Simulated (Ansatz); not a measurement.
# SnTe (zincblende type): from bands to localised orbitals, part 3 of 3

Where do the localised orbitals of SnTe (zincblende type) sit, how far are they spread, and how do the settings change that? Plan: PBE, anion s p, 4×4×4; PBE, anion s p, 6×6×6; PBE, anion p, 4×4×4; PBE, all s p, disentangled, 4×4×4; PBE, cation s and anion p, disentangled, 4×4×4; r2SCAN, anion s p, 4×4×4; r2SCAN, all s p, disentangled, 4×4×4; r2SCAN, anion p, 4×4×4; HSE06, anion s p, 4×4×4 (level, trial orbitals, Wannier mesh).

Ansatz 0.2.0; plane waves, PAW; no spin-orbit coupling unless a run is so named.

**7. r2SCAN, anion s p, 4×4×4**

The input, input.yaml:

```yaml
crystal:
  lattice:
    - [0.0, 3.583984006, 3.583984006]
    - [3.583984006, 0.0, 3.583984006]
    - [3.583984006, 3.583984006, 0.0]
  atoms:
    - { symbol: Sn, position: [0.0, 0.0, 0.0] }
    - { symbol: Te, position: [0.25, 0.25, 0.25] }
kpoints:
  mp_grid: { grid: [6, 6, 6] }
  band_path:
    path:
      - [[0.0, 0.0, 0.0], [-0.5, -0.5, 1.066279597862e-34], [-0.375, -0.375, 0.25]]
      - [[-0.375, -1.661267684546e-17, 0.375], [0.0, 0.0, 0.0], [-5.204353890066e-19, -5.204353890066e-19, 0.5], [-0.5, -0.25, 0.25], [-0.5, -0.5, 1.066279597862e-34]]
    npoints: 10
hamiltonian:
  xc: r2scan
scf:
  occupations: { method: fermi_dirac, width: 0.02 }
  n_extra_bands: 6
output:
  forces: false
  stress: false
  eigenvalues: true
  wannier:
    kmesh: [4, 4, 4]
    projections: [{ species: Te, l: s, shell: 5 }, { species: Te, l: p, shell: 5 }]
    minimise: true
    write_hr: true
    conv_tol: 1.0e-08
    max_iter: 3000
```

Launch:

```console
> ansatz run input.yaml --threads 4 --pin off --max-ram 3686MiB --backend cpu --events-out ev --progress --plain --runs-dir out
```

Standard output, shortened:

```text
Warning: RAYON_NUM_THREADS=4 ignored (pool sized by the plan → 4); use --threads N
scf.n_extra_bands = 6 over 15 filled bands (N_el = 30.0): the run solves 21 bands
[...]
Pseudopotentials: kind: paw
Pseudopotential: Sn, paw, valence charge 14, recommended cutoff 500 eV (meta_gga), Sn.paw.azcp
Pseudopotential: Te, paw, valence charge 16, recommended cutoff 500 eV (meta_gga), Te.paw.azcp
Functional definition: r2SCAN
[...]
Crystal: 2 atoms, lattice volume = 92.072 Å³
[...]
SCF converged after 6 iterations
Free energy (F): -13033.364931 eV
[...]
E sigma→0 (E₀):  -13033.364926 eV
Entropy (-TS):   -0.000011 eV (-0.005 meV/atom)
Fermi energy:    5.147872 eV
[...]
--- Band table (eV; the first three rows and the last of 16) ---
[... band rows left out ...]
[...]
Wannier search: line search 1 of at most 3000: gauge-dependent spread (as the search counts it) 3.5544378 Å², largest recent change 1.1e-1 Å² and fall left 5.3e-4 Å² against conv_tol 1.0e-8 Å², 0 stops escaped
```

It took 5.1 s on 4 threads of Arm Neoverse V2, shared host; peak memory 0.56 GiB.

wannier.win names the bands that the functions span: 11, 13-15 (counted from 1; 15 are filled).

The head of wannier.spreads.toml:

```toml
omega_i_ang2 = 14.220925879924692
omega_d_ang2 = 0.12239755477132465
omega_od_ang2 = 1.0336504011159529
omega_total_ang2 = 15.37697383581197
least_projectability = 0.40268242745759997
b_vectors_match_mmn = true
n_iter = 20
converged = true
rejected_fitted_steps = 1
```

The functions (centres in Å, on-site energies from the top of the filled bands):

```tsv
n	x	y	z	spread (Å²)	on-site (eV)	nearest atoms	distance (Å)
1	1.279	2.305	2.305	3.844	-4.780	Te2	0.89
2	2.305	2.305	1.279	3.844	-4.780	Te2	0.89
3	1.279	1.279	1.279	3.844	-4.780	Te2	0.89
4	2.305	1.279	2.305	3.844	-4.780	Te2	0.89
```

Along the path each interpolated band stays within 0.00, 0.03, 0.03, 0.17 eV of the nearest computed level, from the lowest band up.

**8. r2SCAN, all s p, disentangled, 4×4×4**

input.yaml, as its differences from that of step 7:

```diff
@@ -19,3 +19,3 @@
   occupations: { method: fermi_dirac, width: 0.02 }
-  n_extra_bands: 6
+  n_extra_bands: 8
 output:
@@ -26,3 +26,7 @@
     kmesh: [4, 4, 4]
-    projections: [{ species: Te, l: s, shell: 5 }, { species: Te, l: p, shell: 5 }]
+    projections:
+      - { species: Te, l: s, shell: 5 }
+      - { species: Te, l: p, shell: 5 }
+      - { species: Sn, l: s, shell: 5 }
+      - { species: Sn, l: p, shell: 5 }
     minimise: true
@@ -31 +35,2 @@
     max_iter: 3000
+    disentanglement: { window: [-21.01, 21.28], frozen_window: [-3.01, 6.78] }
```

Launch:

```console
> ansatz run input.yaml --threads 4 --pin off --max-ram 3686MiB --backend cpu --events-out ev --progress --plain --runs-dir out
```

Standard output, shortened:

```text
Warning: RAYON_NUM_THREADS=4 ignored (pool sized by the plan → 4); use --threads N
scf.n_extra_bands = 8 over 15 filled bands (N_el = 30.0): the run solves 23 bands
[...]
Pseudopotentials: kind: paw
Pseudopotential: Sn, paw, valence charge 14, recommended cutoff 500 eV (meta_gga), Sn.paw.azcp
Pseudopotential: Te, paw, valence charge 16, recommended cutoff 500 eV (meta_gga), Te.paw.azcp
Functional definition: r2SCAN
[...]
Crystal: 2 atoms, lattice volume = 92.072 Å³
Basis set: ecut = 500 eV, 2277 PW (Γ), exchange–correlation on 160×160×160 points (64 copies of the dense FFT grid, shifted against one another)
[...]
E sigma→0 (E₀):  -13033.364926 eV
Entropy (-TS):   -0.000011 eV (-0.005 meV/atom)
Fermi energy:    5.147868 eV
[...]
--- Band table (eV; the first three rows and the last of 16) ---
[... band rows left out ...]
[...]
Wannier search: line search 1 of at most 3000: gauge-dependent spread (as the search counts it) 6.5038786 Å², largest recent change 9.4e-1 Å² and fall left 3.0e-3 Å² against conv_tol 1.0e-8 Å², 0 stops escaped
WARN: <dir> by an estimate from the overlaps, the levels of the selected subspace lie 0.031 eV from the frozen bands on average, midway between mesh points. Up to 0.02 eV counts as a good interpolation. More projections, another frozen window or a finer output.wannier.kmesh can bring them closer
```

It took 8.7 s on 4 threads of Arm Neoverse V2, shared host; peak memory 0.58 GiB.

The windows are typed on the program's own energy scale, on which the last band filled by count tops at 5.20 eV.

The head of wannier.spreads.toml:

```toml
omega_i_ang2 = 12.631226395729698
omega_d_ang2 = 0.02463570198864819
omega_od_ang2 = 2.4515498091379304
omega_total_ang2 = 15.107411906856276
least_projectability = 0.9355900868730411
b_vectors_match_mmn = true
n_iter = 31
converged = true
rejected_fitted_steps = 1
dis_converged = true
dis_n_iter = 93
dis_n_moved = 0
dis_level_miss = 0.03055995018569069
```

The functions (centres in Å, on-site energies from the top of the filled bands):

```tsv
n	x	y	z	spread (Å²)	on-site (eV)	nearest atoms	distance (Å)
1	2.187	1.397	1.397	1.667	-3.719	Te2	0.68
2	2.187	2.187	2.187	1.667	-3.719	Te2	0.68
3	1.397	2.187	1.397	1.667	-3.719	Te2	0.68
4	1.397	1.397	2.187	1.667	-3.719	Te2	0.68
5	-0.471	0.471	0.471	2.110	-1.056	Sn1	0.82
6	0.471	0.471	-0.471	2.110	-1.056	Sn1	0.82
7	0.471	-0.471	0.471	2.110	-1.056	Sn1	0.82
8	-0.471	-0.471	-0.471	2.110	-1.056	Sn1	0.82
```

Along the path each interpolated band stays within 0.34, 0.02, 0.09, 0.05, 0.06, 0.14, 0.44, 0.71 eV of the nearest computed level, from the lowest band up; bands outside the frozen window needn't match, and between the mesh's points a coarse mesh lets the others stray too.

**9. r2SCAN, anion p, 4×4×4**

input.yaml, as its differences from that of step 8:

```diff
@@ -19,3 +19,3 @@
   occupations: { method: fermi_dirac, width: 0.02 }
-  n_extra_bands: 8
+  n_extra_bands: 6
 output:
@@ -26,7 +26,3 @@
     kmesh: [4, 4, 4]
-    projections:
-      - { species: Te, l: s, shell: 5 }
-      - { species: Te, l: p, shell: 5 }
-      - { species: Sn, l: s, shell: 5 }
-      - { species: Sn, l: p, shell: 5 }
+    projections: [{ species: Te, l: p, shell: 5 }]
     minimise: true
@@ -35,2 +31 @@
     max_iter: 3000
-    disentanglement: { window: [-21.01, 21.28], frozen_window: [-3.01, 6.78] }
```

Launch:

```console
> ansatz run input.yaml --threads 4 --pin off --max-ram 3686MiB --backend cpu --events-out ev --progress --plain --runs-dir out
```

Standard output, shortened:

```text
Warning: RAYON_NUM_THREADS=4 ignored (pool sized by the plan → 4); use --threads N
scf.n_extra_bands = 6 over 15 filled bands (N_el = 30.0): the run solves 21 bands
[...]
Pseudopotentials: kind: paw
Pseudopotential: Sn, paw, valence charge 14, recommended cutoff 500 eV (meta_gga), Sn.paw.azcp
Pseudopotential: Te, paw, valence charge 16, recommended cutoff 500 eV (meta_gga), Te.paw.azcp
Functional definition: r2SCAN
[...]
Crystal: 2 atoms, lattice volume = 92.072 Å³
[...]
SCF converged after 6 iterations
Free energy (F): -13033.364931 eV
[...]
E sigma→0 (E₀):  -13033.364926 eV
Entropy (-TS):   -0.000011 eV (-0.005 meV/atom)
Fermi energy:    5.147872 eV
[...]
--- Band table (eV; the first three rows and the last of 16) ---
[... band rows left out ...]
[...]
Wannier search: line search 1 of at most 3000: gauge-dependent spread (as the search counts it) 1.6219081 Å², largest recent change 2.6e-2 Å² and fall left 1.4e-4 Å² against conv_tol 1.0e-8 Å², 0 stops escaped
```

Wall time 5.2 s (4 threads of Arm Neoverse V2, shared host); peak memory 0.55 GiB.

wannier.win names the bands that the functions span: 13-15 (counted from 1; 15 are filled).

The head of wannier.spreads.toml:

```toml
omega_i_ang2 = 14.25187044210989
omega_d_ang2 = 0.17925797196806323
omega_od_ang2 = 0.7791211039077206
omega_total_ang2 = 15.210249517985675
least_projectability = 0.4322719653849598
b_vectors_match_mmn = true
n_iter = 28
converged = true
rejected_fitted_steps = 1
```

The functions (centres in Å, on-site energies from the top of the filled bands):

```tsv
n	x	y	z	spread (Å²)	on-site (eV)	nearest atoms	distance (Å)
1	1.987	2.148	1.597	5.070	-2.499	Te2	0.45
2	1.987	1.597	2.148	5.070	-2.499	Te2	0.45
3	1.436	1.597	1.597	5.070	-2.499	Te2	0.45
```

Along the path each interpolated band stays within 0.03, 0.05, 0.16 eV of the nearest computed level, from the lowest band up.

**10. HSE06, anion s p, 4×4×4**

The input, input.yaml:

```yaml
crystal:
  lattice:
    - [0.0, 3.583984006, 3.583984006]
    - [3.583984006, 0.0, 3.583984006]
    - [3.583984006, 3.583984006, 0.0]
  atoms:
    - { symbol: Sn, position: [0.0, 0.0, 0.0] }
    - { symbol: Te, position: [0.25, 0.25, 0.25] }
kpoints:
  mp_grid: { grid: [4, 4, 4] }
  band_path:
    path:
      - [0.0, 0.0, 0.0]
      - [-0.5, -0.5, 0.0]
      - [-0.375, -0.375, 0.25]
      - [-0.375, 0.0, 0.375]
      - [0.0, 0.0, 0.5]
      - [-0.5, -0.25, 0.25]
    npoints: 1
hamiltonian:
  xc: hse06
scf:
  occupations: { method: fermi_dirac, width: 0.02 }
  n_extra_bands: 6
output:
  forces: false
  stress: false
  eigenvalues: true
  wannier:
    kmesh: [4, 4, 4]
    projections: [{ species: Te, l: s, shell: 5 }, { species: Te, l: p, shell: 5 }]
    minimise: true
    write_hr: true
    conv_tol: 1.0e-08
    max_iter: 3000
  write_density: true
  write_potential: true
  elf: true
  volumetric_format: npy
```

Launch:

```console
> ansatz run input.yaml --threads 4 --pin off --max-ram 3686MiB --backend cpu --events-out ev --progress --plain --runs-dir out
```

Standard output, shortened:

```text
Warning: RAYON_NUM_THREADS=4 ignored (pool sized by the plan → 4); use --threads N
scf.n_extra_bands = 6 over 15 filled bands (N_el = 30.0): the run solves 21 bands
[...]
Pseudopotentials: kind: paw
Pseudopotential: Sn, paw, valence charge 14, recommended cutoff 420 eV (normal), Sn.paw.azcp
Pseudopotential: Te, paw, valence charge 16, recommended cutoff 420 eV (normal), Te.paw.azcp
Functional definition: HSE06
[...]
Crystal: 2 atoms, lattice volume = 92.072 Å³
[...]
Free energy (F): -13012.647386 eV
Frozen-core exchange: fock
[...]
E sigma→0 (E₀):  -13012.647376 eV
Entropy (-TS):   -0.000022 eV (-0.011 meV/atom)
Fermi energy:    5.276832 eV
[...]
--- Band table (eV; the first three rows and the last of 8) ---
[... band rows left out ...]
[...]
Wannier search: line search 1 of at most 3000: gauge-dependent spread (as the search counts it) 3.4547986 Å², largest recent change 1.1e-1 Å² and fall left 4.7e-4 Å² against conv_tol 1.0e-8 Å², 0 stops escaped
```

Run time: 45 s. Hardware: 4 threads of Arm Neoverse V2, shared host; peak memory 1.2 GiB.

wannier.win names the bands that the functions span: 11, 13-15 (counted from 1; 15 are filled).

The head of wannier.spreads.toml:

```toml
omega_i_ang2 = 13.933763467545788
omega_d_ang2 = 0.11054712316978378
omega_od_ang2 = 0.9676917228470786
omega_total_ang2 = 15.01200231356265
least_projectability = 0.4089754180324324
b_vectors_match_mmn = true
n_iter = 20
converged = true
rejected_fitted_steps = 1
```

The functions (centres in Å, on-site energies from the top of the filled bands):

```tsv
n	x	y	z	spread (Å²)	on-site (eV)	nearest atoms	distance (Å)
1	1.284	2.300	2.300	3.753	-5.054	Te2	0.88
2	2.300	2.300	1.284	3.753	-5.054	Te2	0.88
3	1.284	1.284	1.284	3.753	-5.054	Te2	0.88
4	2.300	1.284	2.300	3.753	-5.054	Te2	0.88
```

**11. Comparison**

```tsv
run	functions	total spread (Å²)	invariant part (Å²)	mean spread (Å²)	largest miss of a band (eV)	time
PBE, anion s p, 4×4×4	4	15.391	14.197	3.848	0.18	3 s
PBE, anion s p, 6×6×6	4	17.185	16.268	4.296	0.02	3.6 s
PBE, anion p, 4×4×4	3	15.263	14.247	5.088	0.16	3 s
PBE, all s p, disentangled, 4×4×4	8	15.132	12.604	1.891	0.63	5.5 s
PBE, cation s and anion p, disentangled, 4×4×4	4	20.486	15.299	5.121	1.38	5.5 s
r2SCAN, anion s p, 4×4×4	4	15.377	14.221	3.844	0.17	5.1 s
r2SCAN, all s p, disentangled, 4×4×4	8	15.107	12.631	1.888	0.71	8.7 s
r2SCAN, anion p, 4×4×4	3	15.210	14.252	5.070	0.16	5.2 s
HSE06, anion s p, 4×4×4	4	15.012	13.934	3.753	not checked	45 s
```

**12. Outcome**

This closing draws on all 3 parts.

| quantity | value |
| --- | --- |
| total spread, PBE, anion s p, 4×4×4 | 15.39 Å² over 4 functions |
| total spread, PBE, anion s p, 6×6×6 | 17.18 Å² over 4 functions |
| total spread, PBE, anion p, 4×4×4 | 15.26 Å² over 3 functions |
| total spread, PBE, all s p, disentangled, 4×4×4 | 15.13 Å² over 8 functions |
| total spread, PBE, cation s and anion p, disentangled, 4×4×4 | 20.49 Å² over 4 functions |
| total spread, r2SCAN, anion s p, 4×4×4 | 15.38 Å² over 4 functions |
| total spread, r2SCAN, all s p, disentangled, 4×4×4 | 15.11 Å² over 8 functions |
| total spread, r2SCAN, anion p, 4×4×4 | 15.21 Å² over 3 functions |
| total spread, HSE06, anion s p, 4×4×4 | 15.01 Å² over 4 functions |
| centres of the first set | 0.89 Å from the nearest atom |

In words: With PBE, anion s p, 4×4×4 the 4 functions move off the atoms, with a mean spread of 3.85 Å²; 92 % of the total is gauge invariant. The total spread goes from 15.39 Å² on 4×4×4 to 17.18 Å² on 6×6×6: finite differences in k understate it on coarse meshes, while the largest miss of a band goes from 0.18 to 0.02 eV. On one set and mesh the functional gives 15.39 (PBE), 15.38 (r2SCAN), 15.01 (HSE06) Å². The disentangled models miss some band by up to 1.4 eV, which may lie outside their frozen windows.
